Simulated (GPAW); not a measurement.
# B/Pt(110): work function by functional and basis, part 2 of 2

How far do functional and basis move the work function of B/Pt(110)?

GPAW 26.7.0; GPAW, PAW setups; slab in vacuum, relaxation (the session's first sound run).

So far, upper work function (eV): step 2 (relaxing the atoms, PBE, GPAW) 5.83; step 6 (OptPBE vdW: xc = "optPBE-vdW", GPAW, PAW setups, GPAW) 6.02; step 7 (self-consistent run: xc = "revPBE") 5.75; step 8 (self-consistent run: xc = "vdW-DF2", GPAW, PAW setups, GPAW) 6.24; step 9 (real-space grid: mode = "fd", PBE, GPAW) 5.83.

### 10. Atomic orbitals: mode = "lcao"

Atom-centred orbitals end a few angstrom from the surface, which tests how much the density's tail matters.

run.py

```python
import json
import numpy as np
from ase import Atoms
from gpaw import GPAW

slab = Atoms(
    ['Pt', 'Pt', 'Pt', 'Pt', 'Pt', 'B'],
    positions=[
        [0.00000, 0.00000, 7.00000],
        [1.96000, 1.38593, 8.38593],
        [0.00000, 0.00000, 9.77186],
        [1.96000, 1.38593, 11.29629],
        [-0.00000, -0.00000, 12.66557],
        [0.00000, 0.00000, 14.51905]],
    cell=[[3.92, 0.0, 0.0], [0.0, 2.77186, 0.0], [0.0, 0.0, 21.74372]],
    pbc=[True, True, False])

slab.calc = GPAW(mode='lcao', basis='dzp', h=0.18, xc='PBE', kpts={'size': (8, 11, 1), 'gamma': True},
                 occupations={'name': 'fermi-dirac', 'width': 0.1}, nbands='120%',
                 convergence={'density': 1e-05}, maxiter=200,
                 poissonsolver={'dipolelayer': 'xy'},
                 symmetry={'tolerance': 1e-3}, txt='slab.txt')
result = {}
energy = slab.get_potential_energy()
fermi = slab.calc.get_fermi_level()
v = slab.calc.get_electrostatic_potential().mean((0, 1)) - fermi
n = slab.calc.get_pseudo_density().mean((0, 1))
L = slab.cell[2, 2]
z = np.arange(len(v)) * L / len(v)
low, high = slab.positions[:, 2].min(), slab.positions[:, 2].max()
below, above = np.interp([low - 4.8, high + 4.8], z, v)
slopes = [np.interp(x, z, np.gradient(v, z)) for x in (low - 4.8, high + 4.8)]
eps = np.array([[slab.calc.get_eigenvalues(k, s) for k in range(len(slab.calc.get_ibz_k_points()))]
                for s in range(slab.calc.get_number_of_spins())]) - fermi
top, bottom = eps[eps < 0].max(), eps[eps > 0].min()
dipole = slab.get_dipole_moment()[2]
print(f'energy {energy:.4f} eV, Fermi level {fermi:.4f} eV, dipole {dipole:.5f} e A')
print(f'potential 4.8 A off the faces, from the Fermi level: lower {below:.4f} eV, upper {above:.4f} eV')
print(f'slope of the potential there: lower {slopes[0]:.5f}, upper {slopes[1]:.5f} eV/A')
print(f'nearest levels on the mesh: {top:.4f} and {bottom:.4f} eV')
print('magnetic moment', round(slab.get_magnetic_moment(), 3))
result.update(energy=energy, fermi=fermi, dipole=dipole, below=below, above=above, slopes=slopes, edges=[top, bottom],
              z=z.tolist(), v=v.tolist(), n=n.tolist(), positions=slab.positions.tolist(),
              forces=slab.get_forces(apply_constraint=False).tolist(), moments=slab.get_magnetic_moments().tolist())
json.dump(result, open('result.json', 'w'))
```

Started as:

```sh
> OMP_NUM_THREADS=1 OPENBLAS_NUM_THREADS=1 python run.py
```

It took 20 min on 1 thread of Arm Neoverse V2, shared host; peak memory 0.5 GiB.

Numbers from this step:

| Quantity | Value |
| --- | --- |
| dipole along the normal | -0.02090 e·Å |
| levels nearest the Fermi level on the mesh | -0.001866, 0.01495 eV from the Fermi level |
| upper work function | 5.802 eV |
| lower work function | 5.453 eV |

The upper face's work function is 5.802 eV, against 5.825 eV in the first plane-wave PBE run at this geometry.

### 11. Cost and result by level

Times are for 1 thread of Arm Neoverse V2, shared host. The runs compared:

```csv
no.,run,upper work function (eV),lower work function (eV),time,memory (GiB)
1,pw,5.825,5.397,7.9 min,0.48
2,RPBE,5.754,5.236,8.1 min,0.48
3,LDA,5.981,5.772,7.8 min,0.48
4,optPBE vdW,6.024,5.586,7.7 min,0.67
5,revPBE,5.749,5.252,8.2 min,0.48
6,vdW DF2,6.240,5.760,7.9 min,0.67
7,fd,5.825,5.396,30 min,2.1
8,lcao,5.802,5.453,20 min,0.5
```

### 12. Side by side

Results and costs are gathered.

This step: comparison of work functions, dipole and cost (GPAW 26.7.0).

Ladder, by row:

```csv
step,code,"work function, upper (eV)","work function, lower (eV)",dipole (e Å),wall time (s),peak memory (GiB),threads
pw,GPAW,5.825,5.397,-0.02568,476.2,0.48,1
RPBE,GPAW,5.754,5.236,-0.03109,486.3,0.48,1
LDA,GPAW,5.981,5.772,-0.01246,469.3,0.48,1
optPBE-vdW,GPAW,6.024,5.586,-0.02629,461,0.67,1
revPBE,GPAW,5.749,5.252,-0.02982,494.6,0.48,1
vdW-DF2,GPAW,6.24,5.76,-0.02875,473,0.67,1
fd,GPAW,5.825,5.396,-0.02575,1805,2.06,1
lcao,GPAW,5.802,5.453,-0.0209,1219,0.5,1
```

### 13. A changed run

One more run, with changed settings.

This step: GPAW, PAW setups; slab in vacuum (GPAW 26.7.0).

run.py: that of step 10 with these lines changed.

```diff
@@ -3,3 +3,3 @@
 from ase import Atoms
-from gpaw import GPAW
+from gpaw import GPAW, PW
 
@@ -17,5 +17,5 @@
 
-slab.calc = GPAW(mode='lcao', basis='dzp', h=0.18, xc='PBE', kpts={'size': (8, 11, 1), 'gamma': True},
-                 occupations={'name': 'fermi-dirac', 'width': 0.1}, nbands='120%',
-                 convergence={'density': 1e-05}, maxiter=200,
+slab.calc = GPAW(mode=PW(500), xc='PBE', kpts={'size': (8, 11, 1), 'gamma': True},
+                 occupations={'name': 'fermi-dirac', 'width': 0.1}, nbands='200%',
+                 convergence={'density': 1e-05}, maxiter=50,
                  poissonsolver={'dipolelayer': 'xy'},
@@ -30,4 +30,4 @@
 low, high = slab.positions[:, 2].min(), slab.positions[:, 2].max()
-below, above = np.interp([low - 4.8, high + 4.8], z, v)
-slopes = [np.interp(x, z, np.gradient(v, z)) for x in (low - 4.8, high + 4.8)]
+below, above = np.interp([low - 1.0, high + 1.0], z, v)
+slopes = [np.interp(x, z, np.gradient(v, z)) for x in (low - 1.0, high + 1.0)]
 eps = np.array([[slab.calc.get_eigenvalues(k, s) for k in range(len(slab.calc.get_ibz_k_points()))]
@@ -37,3 +37,3 @@
 print(f'energy {energy:.4f} eV, Fermi level {fermi:.4f} eV, dipole {dipole:.5f} e A')
-print(f'potential 4.8 A off the faces, from the Fermi level: lower {below:.4f} eV, upper {above:.4f} eV')
+print(f'potential 1.0 A off the faces, from the Fermi level: lower {below:.4f} eV, upper {above:.4f} eV')
 print(f'slope of the potential there: lower {slopes[0]:.5f}, upper {slopes[1]:.5f} eV/A')
```

It took 8.1 min on 1 thread; peak memory 0.48 GiB.

The run finished. A setting was moved off its sound value on purpose, so it serves as a test and not as the result.

The fault put into the input: the potential probed 1 A off the face (probe = 1.0).

### 14. Results

* work function, upper and lower face: 5.825 and 5.397 eV
* dipole along the normal: -0.0257 e Å

In words: With plane waves and PBE the work function is 5.83 eV on the upper face and 5.40 eV on the lower. The two faces differ by 0.43 eV, the step that the slab's dipole makes (e p/(ε0 A) gives 0.43 eV), so the dipole layer is needed. Over the sound runs of the table the upper face's work function spans 5.749 (revPBE) to 6.240 eV (vdW-DF2). The cell of 10.9 Å² holds one B, started on one chosen site; other sites and coverages weren't tried. The in-plane lattice was kept as typed, which isn't the functional's own and leaves some strain; spin-orbit coupling and temperature are left out.

[Logs are printed without paths, hosts, clocks, repeated set-up lines and the standing remarks that a program may print on its own settings, such as how far it seeks lower states.]

[Hosts, paths, dates, database ids (printed as entryN), source tags and the programs' standing remarks are cut or masked in the printed files.]
